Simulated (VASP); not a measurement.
A run of VASP 6.6.1 is set up as follows.

Contents of INCAR:

```
PREC     = Accurate       # precision mode
ENCUT    = 600            # plane-wave cutoff, eV
EDIFF    = 1E-6           # SCF threshold, eV
ISMEAR   = 0              # smearing method
SIGMA    = 0.03           # smearing width, eV
LREAL    = False          # projectors in reciprocal space
LASPH    = True           # aspherical terms in the spheres
NELM     = 80             # most SCF steps
ALGO     = Normal         # electronic algorithm
ISIF     = 3              # what is computed and relaxed
LWAVE    = False          # write WAVECAR
LCHARG   = False          # write CHGCAR
GGA      = PE             # functional
IBRION   = 2              # ionic algorithm
NSW      = 90             # ionic steps
EDIFFG   = -0.01          # ionic threshold
KPAR     = 2
```

Contents of KPOINTS:

```
Automatic mesh
0
Gamma
  12 12 3
```

Contents of POSCAR:

```
WS2
1.0
    3.1800000000      0.0000000000      0.0000000000
   -1.5900000000      2.7539607800      0.0000000000
    0.0000000000      0.0000000000     12.5000000000
W S
2 4
Direct
    0.3333333300      0.6666666700      0.2500000000
    0.6666666700      0.3333333300      0.7500000000
    0.3333333300      0.6666666700      0.6250000000
    0.6666666700      0.3333333300      0.1250000000
    0.3333333300      0.6666666700      0.8750000000
    0.6666666700      0.3333333300      0.3750000000
```

Potentials or basis: VASP PAW PBE potentials, release 64 (W_sv, S).

The run is started by

```sh
$ cat potpaw_PBE.64/W_sv/POTCAR potpaw_PBE.64/S/POTCAR > POTCAR
$ mpirun -np 2 vasp_std > vasp.out
```

**Question.** Predict the band gap on the k mesh.

**Answer.** 1.53 eV, indirect (least direct gap 1.79 eV).

**Question.** Estimate the relaxed volume.

**Answer.** 20.65 Å³/atom.

**Question.** Estimate the space group after relaxing (to 0.05 Å).

**Answer.** P6_3/mmc (No. 194).

Final structure:
```xyz
6
Lattice="3.1886 0.0000 0.0000 -1.5943 2.7614 0.0000 0.0000 0.0000 14.0731" Properties=species:S:1:pos:R:3 pbc="T T T"
W     0.0000    1.8409    3.5183
W     1.5943    0.9205   10.5548
S     0.0000    1.8409    8.9840
S     1.5943    0.9205    1.9475
S     0.0000    1.8409   12.1256
S     1.5943    0.9205    5.0891
```

Caveat: spin-orbit coupling is left out, which moves the levels of the heavy elements; an odd mesh through Γ misses points on the zone boundary, where band edges often lie; this functional lacks dispersion, which binds the layers, so the pressure and a relaxed spacing across them are unreliable; the volume moved by +13 % from the deposited cell, more than functionals usually miss. PBE usually gives volumes a little too large and moduli too small.
